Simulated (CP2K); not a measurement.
# Hf (P6_3/mmc) in CP2K: further runs, part 3 of 3

CP2K 2026.2. Earlier steps stand in the parts before.

**4. Band structure, AM05**

Contents of hf_bands.inp:

```
&GLOBAL
  PROJECT hf_bands
  RUN_TYPE ENERGY_FORCE
  PRINT_LEVEL LOW
&END GLOBAL
&FORCE_EVAL
  METHOD QS
  STRESS_TENSOR ANALYTICAL
  &DFT
    BASIS_SET_FILE_NAME BASIS_MOLOPT_UZH
    POTENTIAL_FILE_NAME POTENTIAL_UZH
    &MGRID
      CUTOFF 675
      REL_CUTOFF 60
      NGRIDS 4
    &END MGRID
    &QS
      METHOD GPW
      EPS_DEFAULT 1.0E-9
    &END QS
    &KPOINTS
      SCHEME MONKHORST-PACK 10 10 5
      GAMMA_CENTERED T
      SYMMETRY T
      SYMMETRY_BACKEND SPGLIB
    &END KPOINTS
    &SCF
      SCF_GUESS ATOMIC
      EPS_SCF 1.0E-6
      MAX_SCF 100
      ADDED_MOS 16
      CHOLESKY OFF
      EPS_EIGVAL 1.0E-7
      &DIAGONALIZATION ON
        ALGORITHM STANDARD
      &END DIAGONALIZATION
      &MIXING ON
        METHOD BROYDEN_MIXING
        ALPHA 0.4
        BETA 1.5
        NBUFFER 8
      &END MIXING
      &SMEAR ON
        METHOD FERMI_DIRAC
        ELECTRONIC_TEMPERATURE 580.23
      &END SMEAR
    &END SCF
    &XC
      &XC_FUNCTIONAL
        &GGA_X_AM05
        &END GGA_X_AM05
        &GGA_C_AM05
        &END GGA_C_AM05
      &END XC_FUNCTIONAL
    &END XC
    &PRINT
      &KPOINTS ON
      &END KPOINTS
      &MULLIKEN ON
      &END MULLIKEN
      &MO ON
        ENERGIES T
        OCCUPATION_NUMBERS T
        &EACH
          QS_SCF 0
        &END EACH
        ADD_LAST NUMERIC
      &END MO
      &BAND_STRUCTURE
        FILE_NAME bands.bs
        ADDED_MOS 2
        &KPOINT_SET
          UNITS B_VECTOR
          NPOINTS 8
          SPECIAL_POINT GAMMA 0.00000000 0.00000000 0.00000000
          SPECIAL_POINT M 0.50000000 0.00000000 0.00000000
          SPECIAL_POINT K 0.33333333 0.33333333 0.00000000
          SPECIAL_POINT GAMMA 0.00000000 0.00000000 0.00000000
          SPECIAL_POINT A 0.00000000 0.00000000 0.50000000
          SPECIAL_POINT L 0.50000000 0.00000000 0.50000000
          SPECIAL_POINT H 0.33333333 0.33333333 0.50000000
          SPECIAL_POINT A 0.00000000 0.00000000 0.50000000
        &END KPOINT_SET
        &KPOINT_SET
          UNITS B_VECTOR
          NPOINTS 8
          SPECIAL_POINT L 0.50000000 0.00000000 0.50000000
          SPECIAL_POINT M 0.50000000 0.00000000 0.00000000
        &END KPOINT_SET
        &KPOINT_SET
          UNITS B_VECTOR
          NPOINTS 8
          SPECIAL_POINT K 0.33333333 0.33333333 0.00000000
          SPECIAL_POINT H 0.33333333 0.33333333 0.50000000
        &END KPOINT_SET
      &END BAND_STRUCTURE
    &END PRINT
  &END DFT
  &SUBSYS
    &CELL
      ABC 3.1967000000 3.1967000000 5.0578000000
      ALPHA_BETA_GAMMA 90.0000000000 90.0000000000 119.9999999998
      PERIODIC XYZ
    &END CELL
    &COORD
      SCALED
      Hf  0.6666666667 0.3333333333 0.7500000000
      Hf  0.3333333333 0.6666666667 0.2500000000
    &END COORD
    &KIND Hf
      BASIS_SET TZVP-MOLOPT-PBE-GTH-q12
      POTENTIAL GTH-PBE-q12
    &END KIND
    &PRINT
      &ATOMIC_COORDINATES ON
      &END ATOMIC_COORDINATES
      &CELL ON
      &END CELL
    &END PRINT
  &END SUBSYS
  &PRINT
    &FORCES ON
    &END FORCES
    &STRESS_TENSOR ON
    &END STRESS_TENSOR
  &END PRINT
&END FORCE_EVAL
```

Potentials or basis: POTENTIAL_UZH Hf GTH-PBE-q12; TZVP-MOLOPT-PBE-GTH basis.

Launch:

```
> OMP_NUM_THREADS=1 cp2k.psmp -i hf_bands.inp -o hf_bands.out
```

hf_bands.out:

```text

 CP2K| version string:                                       CP2K version 2026.2
 CP2K| Input file name                                              hf_bands.inp

 GLOBAL| Force Environment number                                              1
 GLOBAL| Basis set file name                                    BASIS_MOLOPT_UZH
 GLOBAL| Potential file name                                       POTENTIAL_UZH
 GLOBAL| MM Potential file name                                     MM_POTENTIAL
 GLOBAL| Coordinate file name                                      __STD_INPUT__
 GLOBAL| Method name                                                        CP2K
 GLOBAL| Project name                                                   hf_bands
 GLOBAL| Run type                                                   ENERGY_FORCE
 GLOBAL| FFT library                                                       FFTW3
[... 8 lines left out ...]
 GLOBAL| CPU model name                                                  UNKNOWN

 CELL| Volume [angstrom^3]:                                            44.760615
 CELL| Vector a [angstrom]:       3.197     0.000     0.000   |a| =     3.196700
 CELL| Vector b [angstrom]:      -1.598     2.768     0.000   |b| =     3.196700
 CELL| Vector c [angstrom]:       0.000     0.000     5.058   |c| =     5.057800
 CELL| Angle (b,c), alpha [degree]:                                    90.000000
 CELL| Angle (a,c), beta  [degree]:                                    90.000000
 CELL| Angle (a,b), gamma [degree]:                                   120.000000
 CELL| Numerically orthorhombic:                                              NO
 CELL| Periodicity                                                           XYZ

 CELL_REF| Volume [angstrom^3]:                                        44.760615
 CELL_REF| Vector a [angstrom     3.197     0.000     0.000   |a| =     3.196700
 CELL_REF| Vector b [angstrom    -1.598     2.768     0.000   |b| =     3.196700
 CELL_REF| Vector c [angstrom     0.000     0.000     5.058   |c| =     5.057800
 CELL_REF| Angle (b,c), alpha [degree]:                                90.000000
 CELL_REF| Angle (a,c), beta  [degree]:                                90.000000
 CELL_REF| Angle (a,b), gamma [degree]:                               120.000000
 CELL_REF| Numerically orthorhombic:                                          NO
 CELL_REF| Periodicity                                                       XYZ
[... 9 lines left out ...]
 TOTAL NUMBERS AND MAXIMUM NUMBERS

  Total number of            - Atomic kinds:                                   1
                             - Atoms:                                          2
                             - Shell sets:                                     2
                             - Shells:                                        22
[... 609 lines left out ...]
 MO|     27               1.043501              28.395099               0.000000
 MO|     28               1.105177              30.073399               0.000000
 MO| Sum:                                                              24.000140
 MO| E(Fermi):            0.379739 a.u.         10.333234 eV

 [... the levels of further k-points ...]

 !-----------------------------------------------------------------------------!
                     Mulliken Population Analysis

 #  Atom  Element  Kind  Atomic population                           Net charge
       1     Hf       1         12.000008                             -0.000008
       2     Hf       1         11.999992                              0.000008
 # Total charge                             24.000000                 -0.000000

 !-----------------------------------------------------------------------------!

 KPOINTS| Band Structure Calculation
 KPOINTS| Number of k-point sets                                               3
 KPOINTS| Number of added MOs/bands                                            2
 KPOINTS| Number of k-points in set    1                                      57
 KPOINTS| In units of b-vector [2pi/Bohr]
 KPOINTS| Special point     1       GAMMA     0.000000     0.000000     0.000000
 KPOINTS| Special point     2           M     0.500000     0.000000     0.000000
 KPOINTS| Special point     3           K     0.333333     0.333333     0.000000
 KPOINTS| Special point     4       GAMMA     0.000000     0.000000     0.000000
 KPOINTS| Special point     5           A     0.000000     0.000000     0.500000
 KPOINTS| Special point     6           L     0.500000     0.000000     0.500000
 KPOINTS| Special point     7           H     0.333333     0.333333     0.500000
 KPOINTS| Special point     8           A     0.000000     0.000000     0.500000
 KPOINTS| Number of k-points in set    2                                       9
 KPOINTS| In units of b-vector [2pi/Bohr]
 KPOINTS| Special point     1           L     0.500000     0.000000     0.500000
 KPOINTS| Special point     2           M     0.500000     0.000000     0.000000
 KPOINTS| Number of k-points in set    3                                       9
 KPOINTS| In units of b-vector [2pi/Bohr]
 KPOINTS| Special point     1           K     0.333333     0.333333     0.000000
 KPOINTS| Special point     2           H     0.333333     0.333333     0.500000

 ENERGY| Total FORCE_EVAL ( QS ) energy [hartree]            -98.370586793082651

 FORCES| Atomic forces [hartree/bohr]
 FORCES|   Atom     x               y               z               |f|
 FORCES|      1  1.27215907E-09  5.24275731E-08 -6.64211233E-08   8.46288038E-08
 FORCES|      2 -1.25840823E-09 -5.24698129E-08  6.63958723E-08   8.46349616E-08
 FORCES| Sum     1.37508404E-11 -4.22398295E-11 -2.52510070E-11
 FORCES| Total atomic force                                       5.10969878E-11

 STRESS| Analytical stress tensor [bar]
 STRESS|                        x                   y                   z
 STRESS|      x       -2.46911851830E+04   1.76866748334E-01   5.13928869719E-08
 STRESS|      y        1.76866748334E-01  -2.46911697293E+04  -4.33521376227E-06
 STRESS|      z        5.13928869719E-08  -4.33521376227E-06  -2.90807961104E+04
 STRESS| 1/3 Trace                                            -2.61543836742E+04
 STRESS| Determinant                                          -1.77292307717E+13

 STRESS| Eigenvectors and eigenvalues of the analytical stress tensor [bar]
 STRESS|                        1                   2                   3
 STRESS| Eigenvalues  -2.90807961104E+04  -2.46913544916E+04  -2.46910004207E+04
 STRESS|      x          -0.000000000012      0.722373072125      0.691503539158
 STRESS|      y           0.000000000988     -0.691503539158      0.722373072125
 STRESS|      z           1.000000000000      0.000000000691     -0.000000000705
```

bands.bs:

```text
# Set 1: 8 special points, 57 k-points, 30 bands
#  Special point 1          0.00000000     0.00000000     0.00000000  GAMMA
#  Special point 2          0.50000000     0.00000000     0.00000000  M
#  Special point 3          0.33333333     0.33333333     0.00000000  K
#  Special point 4          0.00000000     0.00000000     0.00000000  GAMMA
#  Special point 5          0.00000000     0.00000000     0.50000000  A
#  Special point 6          0.50000000     0.00000000     0.50000000  L
#  Special point 7          0.33333333     0.33333333     0.50000000  H
#  Special point 8          0.00000000     0.00000000     0.50000000  A
#  Point 1      Spin 1:     0.00000000     0.00000000     0.00000000       0.01754386
#   Band    Energy [eV]     Occupation
       1   -50.45520792     2.00000000
       2   -50.38392323     2.00000000
       3   -20.49206880     2.00000000
       4   -19.73933908     2.00000000
       5   -19.73933790     2.00000000
       6   -19.61541578     2.00000000
[... 1435 lines left out ...]
       2   -50.37884244     2.00000000
       3   -20.32495055     2.00000000
       4   -20.32495043     2.00000000
       5   -19.99658388     2.00000000
       6   -19.99658370     2.00000000
[... 17 lines left out ...]
      24    22.51170481     0.00000000
      25    25.91501589     0.0
```

Run time: 54 s. Hardware: 1 thread of Arm Neoverse V1, shared host; peak memory 0.41 GiB.

Results:

```
Free energy            : -2676.7998 eV
Pressure               : -2.6 GPa
Band gap on the k mesh : none (metal or under the smearing width)
```

Stress tensor (GPa, compression positive):
```
-2.47  0.00  0.00
 0.00 -2.47  0.00
 0.00  0.00 -2.91
```

Levels at the corners of the path, in eV from the Fermi level:
| point | band 9 | band 10 | band 11 | band 12 | band 13 | band 14 | band 15 | band 16 |
| --- | --- | --- | --- | --- | --- | --- | --- | --- |
| Γ | -7.36 | -3.70 | 0.59 | 1.24 | 1.24 | 1.51 | 2.07 | 2.07 |
| M | -3.34 | -2.74 | -2.23 | -0.83 | 0.84 | 0.88 | 1.71 | 6.05 |
| K | -2.14 | -1.79 | -1.79 | -1.46 | 0.38 | 0.38 | 2.07 | 5.33 |
| Γ | -7.36 | -3.70 | 0.59 | 1.24 | 1.24 | 1.51 | 2.07 | 2.07 |
| A | -5.39 | -5.39 | 0.16 | 0.16 | 1.13 | 1.13 | 1.13 | 1.13 |
| L | -3.40 | -3.40 | -0.97 | -0.97 | 1.14 | 1.14 | 2.71 | 2.71 |
| H | -1.76 | -1.76 | -1.48 | -1.48 | -0.20 | -0.20 | 2.57 | 2.57 |
| A | -5.39 | -5.39 | 0.16 | 0.16 | 1.13 | 1.13 | 1.13 | 1.13 |
| L | -3.40 | -3.40 | -0.97 | -0.97 | 1.14 | 1.14 | 2.71 | 2.71 |
| M | -3.34 | -2.74 | -2.23 | -0.83 | 0.84 | 0.88 | 1.71 | 6.05 |
| K | -2.14 | -1.79 | -1.79 | -1.46 | 0.38 | 0.38 | 2.07 | 5.33 |
| H | -1.76 | -1.76 | -1.48 | -1.48 | -0.20 | -0.20 | 2.57 | 2.57 |

Caveat: the potentials were made for another functional, which shifts forces and pressure; spin-orbit coupling is left out, which moves the levels of the heavy elements; the basis of atomic orbitals isn't converged, which shifts pressures, moduli and gaps.

**5. The runs side by side**

| level | gap on the mesh (eV) | pressure (GPa) |
| --- | --- | --- |
| PBEsol | none | -2.9 |
| BLYP | none | 3.7 |
| AM05 | none | -2.6 |

Alike in all rows: task band structure; potentials or basis POTENTIAL_UZH Hf GTH-PBE-q12; TZVP-MOLOPT-PBE-GTH basis; no spin polarisation; cell as given; k mesh 10 × 10 × 5; smearing fermi-dirac 0.05 eV.

Caveats: the potentials were made for another functional, which shifts forces and pressure; spin-orbit coupling is left out, which moves the levels of the heavy elements; the basis of atomic orbitals isn't converged, which shifts pressures, moduli and gaps.

Absolute energies hang on the potentials; compare differences alone.
